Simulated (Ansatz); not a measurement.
Crystal: Tc.

```xyz
1
Lattice="0.0000 1.9500 1.9500 1.9500 0.0000 1.9500 1.9500 1.9500 0.0000" Properties=species:S:1:pos:R:3 pbc="T T T"
Tc    0.0000    0.0000    0.0000
```

This isn't the form of Tc at room conditions, which is hcp.

| Property | Result |
| --- | --- |
| Program | Ansatz 0.2.0 |
| Task | relaxation of cell and atoms |
| Functional | r2SCAN |
| Dispersion | rVV10 |
| Potentials or basis | Ansatz PAW earlier set |
| Cutoff | 500 eV (not typed: the program's choice for these potentials) |
| k mesh | 12 × 12 × 12 |
| Occupations | fermi-dirac, width 0.05 eV |
| Spin | no spin polarisation |

At the start: volume 14.83 Å³/atom.

Question: How do energy, volume and symmetry change on relaxing?

Answer: It ends after 5 steps and the volume is 14.18 Å³/atom (-4.4 %); space group Fm-3m (No. 225, to 0.05 Å).

The path:
```
step  energy change (eV)  largest force (eV/Å)  volume (Å³)
   1              0.0000                0.0000        14.83
   2             -0.0279                0.0000        14.26
   3             -0.0284                0.0000        14.17
   4             -0.0284                0.0000        14.18
   5             -0.0281                0.0000        14.18
```

Final structure:
```
Tc
1.0
     0.00000    1.92100    1.92100
     1.92100    0.00000    1.92100
     1.92100    1.92100    0.00000
Tc
1
Direct
  0.00000 0.00000 0.00000
```

Caveat: the plane-wave basis is chosen anew once the cell has moved, so the energies of steps on either side of that aren't comparable; the PAW data sets come from PBE, with cores solved anew for the run's functional, which leaves a small shift of forces and pressure.
